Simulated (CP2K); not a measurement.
# GaAs (F-43m) in CP2K: further runs, part 2 of 2

CP2K 2026.2.

## Step 3: Single point, PBE

Input file gaas_scf.inp:

```
&GLOBAL
  PROJECT gaas_scf
  RUN_TYPE ENERGY_FORCE
  PRINT_LEVEL LOW
&END GLOBAL
&FORCE_EVAL
  METHOD QS
  STRESS_TENSOR ANALYTICAL
  &DFT
    BASIS_SET_FILE_NAME BASIS_MOLOPT_UZH
    POTENTIAL_FILE_NAME POTENTIAL_UZH
    &MGRID
      CUTOFF 450
      REL_CUTOFF 60
      NGRIDS 5
    &END MGRID
    &QS
      METHOD GPW
      EPS_DEFAULT 1.0E-10
    &END QS
    &KPOINTS
      SCHEME MONKHORST-PACK 8 8 8
      GAMMA_CENTERED T
      SYMMETRY T
      SYMMETRY_BACKEND SPGLIB
    &END KPOINTS
    &SCF
      SCF_GUESS ATOMIC
      EPS_SCF 1.0E-6
      MAX_SCF 100
      ADDED_MOS 10
      CHOLESKY OFF
      EPS_EIGVAL 1.0E-7
      &DIAGONALIZATION ON
        ALGORITHM STANDARD
      &END DIAGONALIZATION
      &MIXING ON
        METHOD BROYDEN_MIXING
        ALPHA 0.4
        BETA 1.5
        NBUFFER 8
      &END MIXING
      &SMEAR ON
        METHOD GAUSSIAN
        SIGMA [eV] 0.026000000000000002
      &END SMEAR
    &END SCF
    &XC
      &XC_FUNCTIONAL
        &GGA_X_PBE
        &END GGA_X_PBE
        &GGA_C_PBE
        &END GGA_C_PBE
      &END XC_FUNCTIONAL
    &END XC
    &PRINT
      &KPOINTS ON
      &END KPOINTS
      &MULLIKEN ON
      &END MULLIKEN
      &MO ON
        ENERGIES T
        OCCUPATION_NUMBERS T
        &EACH
          QS_SCF 0
        &END EACH
        ADD_LAST NUMERIC
      &END MO
      &LOWDIN ON
      &END LOWDIN
      &HIRSHFELD ON
        SHAPE_FUNCTION DENSITY
      &END HIRSHFELD
      &E_DENSITY_CUBE ON
        STRIDE 1
      &END E_DENSITY_CUBE
      &V_HARTREE_CUBE ON
        STRIDE 1
      &END V_HARTREE_CUBE
      &ELF_CUBE ON
        STRIDE 1
      &END ELF_CUBE
    &END PRINT
  &END DFT
  &SUBSYS
    &CELL
      A 3.9977696088 0.0000000000 0.0000000000
      B 1.9988848044 3.4621700397 0.0000000000
      C 1.9988848044 1.1540566799 3.2641652169
      PERIODIC XYZ
    &END CELL
    &COORD
      As  5.9966544132 3.4621700397 2.4481239127
      Ga  0.0000000000 0.0000000000 0.0000000000
    &END COORD
    &KIND As
      BASIS_SET TZVP-MOLOPT-PBE-GTH-q5
      POTENTIAL GTH-PBE-q5
    &END KIND
    &KIND Ga
      BASIS_SET TZVP-MOLOPT-PBE-GTH-q13
      POTENTIAL GTH-PBE-q13
    &END KIND
    &PRINT
      &ATOMIC_COORDINATES ON
      &END ATOMIC_COORDINATES
      &CELL ON
      &END CELL
      &SYMMETRY ON
      &END SYMMETRY
    &END PRINT
  &END SUBSYS
  &PRINT
    &FORCES ON
    &END FORCES
    &STRESS_TENSOR ON
    &END STRESS_TENSOR
  &END PRINT
&END FORCE_EVAL
```

Potentials or basis: POTENTIAL_UZH As GTH-PBE-q5, Ga GTH-PBE-q13; TZVP-MOLOPT-PBE-GTH basis.

On the command line:

```
$ OMP_NUM_THREADS=1 cp2k.psmp -i gaas_scf.inp -o gaas_scf.out
```

gaas_scf.out:

```text

 CP2K| version string:                                       CP2K version 2026.2
 CP2K| Input file name                                              gaas_scf.inp

 GLOBAL| Force Environment number                                              1
 GLOBAL| Basis set file name                                    BASIS_MOLOPT_UZH
 GLOBAL| Potential file name                                       POTENTIAL_UZH
 GLOBAL| MM Potential file name                                     MM_POTENTIAL
 GLOBAL| Coordinate file name                                      __STD_INPUT__
 GLOBAL| Method name                                                        CP2K
 GLOBAL| Project name                                                   gaas_scf
 GLOBAL| Run type                                                   ENERGY_FORCE
 GLOBAL| FFT library                                                       FFTW3
 GLOBAL| Diagonalization library                                       ScaLAPACK
 GLOBAL| Cholesky decomposition library                                ScaLAPACK
 GLOBAL| DGEMM library                                                      BLAS
 GLOBAL| Direct generalized diagonalization requested                          F
 GLOBAL| Matrix multiplication library                                 ScaLAPACK
 GLOBAL| Global print level                                                  LOW
 GLOBAL| Total number of message passing processes                             1
 GLOBAL| Number of threads for this process                                    1
 GLOBAL| CPU model name                                                  UNKNOWN

 CELL| Volume [angstrom^3]:                                            45.179174
 CELL| Vector a [angstrom]:       3.998     0.000     0.000   |a| =     3.997770
 CELL| Vector b [angstrom]:       1.999     3.462     0.000   |b| =     3.997770
 CELL| Vector c [angstrom]:       1.999     1.154     3.264   |c| =     3.997770
 CELL| Angle (b,c), alpha [degree]:                                    60.000000
 CELL| Angle (a,c), beta  [degree]:                                    60.000000
 CELL| Angle (a,b), gamma [degree]:                                    60.000000
 CELL| Numerically orthorhombic:                                              NO
 CELL| Periodicity                                                           XYZ

 CELL_REF| Volume [angstrom^3]:                                        45.179174
 CELL_REF| Vector a [angstrom     3.998     0.000     0.000   |a| =     3.997770
 CELL_REF| Vector b [angstrom     1.999     3.462     0.000   |b| =     3.997770
 CELL_REF| Vector c [angstrom     1.999     1.154     3.264   |c| =     3.997770
 CELL_REF| Angle (b,c), alpha [degree]:                                60.000000
 CELL_REF| Angle (a,c), beta  [degree]:                                60.000000
 CELL_REF| Angle (a,b), gamma [degree]:                                60.000000
 CELL_REF| Numerically orthorhombic:                                          NO
 CELL_REF| Periodicity                                                       XYZ

 GENERATE|  Preliminary Number of Bonds generated:                             0
 GENERATE|  Achieved consistency in connectivity generation.

 *******************************************************************************
 *******************************************************************************
 **            Copyright (C) by CP2K developers group (2000-2026)             **
 *******************************************************************************

 TOTAL NUMBERS AND MAXIMUM NUMBERS

  Total number of            - Atomic kinds:                                   2
                             - Atoms:                                          2
                             - Shell sets:                                     2
                             - Shells:                                        17
                             - Primitive Cartesian functions:                 10
                             - Cartesian basis functions:                     58
                             - Spherical basis functions:                     51

[... 100 lines left out ...]
     7 Broy./Diag. 0.40E+00    2.6     0.00155901       -80.9281563316 -9.68E-04
     8 Broy./Diag. 0.40E+00    2.5     0.00040956       -80.9310655840 -2.91E-03
     9 Broy./Diag. 0.40E+00    2.6     0.00013361       -80.9319664488 -9.01E-04
    10 Broy./Diag. 0.40E+00    2.6     0.00000850       -80.9319717656 -5.32E-06
    11 Broy./Diag. 0.40E+00    2.6     0.00008719       -80.9319432913  2.85E-05
    12 Broy./Diag. 0.40E+00    2.7     0.00000631       -80.9319280934  1.52E-05
    13 Broy./Diag. 0.40E+00    2.7     0.00000370       -80.9319163443  1.17E-05
    14 Broy./Diag. 0.40E+00    2.7     0.00000086       -80.9319153006  1.04E-06

  *** SCF run converged in    14 steps ***

  Electronic density on regular grids:        -17.9999999662        0.0000000338
  Core density on regular grids:               17.9999999977       -0.0000000023
  Total charge density on r-space grids:        0.0000000315
  Total charge density g-space grids:           0.0000000315

  Overlap energy of the core charge distribution:               0.00000000546787
  Self energy of the core charge distribution:               -110.84104255844619
  Core Hamiltonian energy:                                     32.33842635188054
  Hartree energy:                                               9.38257869182647
  Exchange-correlation energy:                                -11.81187779135987
  Smearing free energy correction:                             -0.00000000000000
  Fermi energy:                                                 0.16959920000448

  Total energy:                                               -80.93191530063119
  Total energy (extrapolated to sigma->0):                    -80.93191530063119

 MO| EIGENVALUES AND OCCUPATION NUMBERS FOR K POINT 1
 MO|
 MO|  Index      Eigenvalue [a.u.]        Eigenvalue [eV]             Occupation
 MO|      1              -0.391032             -10.640521               2.000000
 MO|      2              -0.387954             -10.556763               2.000000
 MO|      3              -0.387954             -10.556763               2.000000
 MO|      4              -0.385584             -10.492288               2.000000
 MO|      5              -0.385584             -10.492287               2.000000
 MO|      6              -0.260265              -7.082177               2.000000
[... 349 lines left out ...]
 MO|     18               0.756405              20.582826               0.000000
 MO|     19               0.796818              21.682529               0.000000
 MO| Sum:                                                              18.000000
 MO| E(Fermi):            0.169599 a.u.          4.615029 eV
 MO| Band gap:            0.177509 a.u.          4.830279 eV

 [... the levels of further k-points ...]

 The electron density is written in Cube    file format to the file:

 gaas_scf-ELECTRON_DENSITY-1_0.cube

 !-----------------------------------------------------------------------------!
                     Mulliken Population Analysis

 #  Atom  Element  Kind  Atomic population                           Net charge
       1     As       1          4.658685                              0.341315
       2     Ga       2         13.341315                             -0.341315
 # Total charge                             18.000000                  0.000000

 !-----------------------------------------------------------------------------!

 !-----------------------------------------------------------------------------!
                           Hirshfeld Charges

  #Atom  Element  Kind  Ref Charge     Population                    Net charge
      1       As     1       5.000          5.132                        -0.132
      2       Ga     2      13.000         12.868                         0.132

  Total Charge                                                           -0.000
 !-----------------------------------------------------------------------------!

 LOWDIN POPULATION ANALYSIS

 #  Atom  Element  Kind  Atomic population                           Net charge
       1     As       1          4.012492                              0.987508
       2     Ga       2         13.987508                             -0.987508
 # Total charge                             18.000000                 -0.000000

               ----- ELF is computed on the real space grid -----

 ELF is written in Cube    file format to the file:

 gaas_scf-ELF_S1-1_0.cube

 ENERGY| Total FORCE_EVAL ( QS ) energy [hartree]            -80.931914605311675

 FORCES| Atomic forces [hartree/bohr]
 FORCES|   Atom     x               y               z               |f|
 FORCES|      1 -5.30862764E-05 -3.06520763E-05 -2.16840330E-05   6.50223024E-05
 FORCES|      2 -4.52382759E-05 -2.61156282E-05 -1.84564581E-05   5.54000766E-05
 FORCES| Sum    -9.83245523E-05 -5.67677045E-05 -4.01404912E-05
 FORCES| Total atomic force                                       1.20422377E-04

 STRESS| Analytical stress tensor [bar]
 STRESS|                        x                   y                   z
 STRESS|      x        4.00222755004E+04   5.81029580384E+02   4.10480577249E+02
 STRESS|      y        5.81029580384E+02   3.93515731997E+04   2.37428873279E+02
 STRESS|      z        4.10480577249E+02   2.37428873279E+02   3.91842625537E+04
 STRESS| 1/3 Trace                                             3.95193704179E+04
 STRESS| Determinant                                           6.16908411879E+13

 STRESS| Eigenvectors and eigenvalues of the analytical stress tensor [bar]
 STRESS|                        1                   2                   3
 STRESS| Eigenvalues   3.90159080893E+04   3.90167543382E+04   4.05254488264E+04
 STRESS|      x          -0.328973672343     -0.474585436974      0.816422063591
 STRESS|      y           0.854219745513      0.219027655725      0.471524667863
 STRESS|      z          -0.402597751212      0.852523048979      0.333345918947
```

Wall time 50 s (1 thread of Arm Neoverse V1, shared host); peak memory 0.3 GiB.

What came out:

* Free energy: -2202.2694 eV
* Pressure: 4.0 GPa
* Band gap on the k mesh: 0.48 eV, direct
* Mulliken charges: As +0.34; Ga -0.34 e
* Hirshfeld charges: As -0.13; Ga +0.13 e

Caveat: Mulliken charges move with the basis; the basis of atomic orbitals isn't converged, which shifts pressures, moduli and gaps; the real-space grid breaks the cell's symmetry a little.

## Step 4: Comparison with measurements

Step 2. Against the measured gap of GaAs, 1.418 eV (direct; 300 K; “Evidence of valence band perturbations in GaAsN/GaAs(001): A combined variable-angle spectroscopic ellipsometry and modulated photoreflectance investigation”, 2008, arxiv:0805.2212), the calculated 0.48 eV is off by -0.94 eV. 3 values of this kind are on record (1.412 to 1.51 eV); this one was drawn at random among those near their median, those with a stated uncertainty first. Spin-orbit coupling on As, Ga is left out. The value is that of PBE in an atomic basis (POTENTIAL_UZH As GTH-PBE-q5, Ga GTH-PBE-q13; TZVP-MOLOPT-PBE-GTH basis), whose error adds to the functional's, on a finite k mesh, which can miss the band edges, without temperature or zero-point motion. Semilocal functionals fall short of measured gaps as a rule.

Step 3. A measured gap of GaAs is 1.412 eV (direct; 300 K; “Evidence of valence band perturbations in GaAsN/GaAs(001): A combined variable-angle spectroscopic ellipsometry and modulated photoreflectance investigation”, 2008, arxiv:0805.2212); the calculated 0.48 eV misses it by -0.93 eV. 3 values of this kind are on record (1.412 to 1.51 eV); this one was drawn at random among those near their median, those with a stated uncertainty first. Spin-orbit coupling on As, Ga is left out. The value is that of PBE in an atomic basis (POTENTIAL_UZH As GTH-PBE-q5, Ga GTH-PBE-q13; TZVP-MOLOPT-PBE-GTH basis), whose error adds to the functional's, on a finite k mesh, which can miss the band edges, without temperature or zero-point motion. Semilocal functionals fall short of measured gaps as a rule.
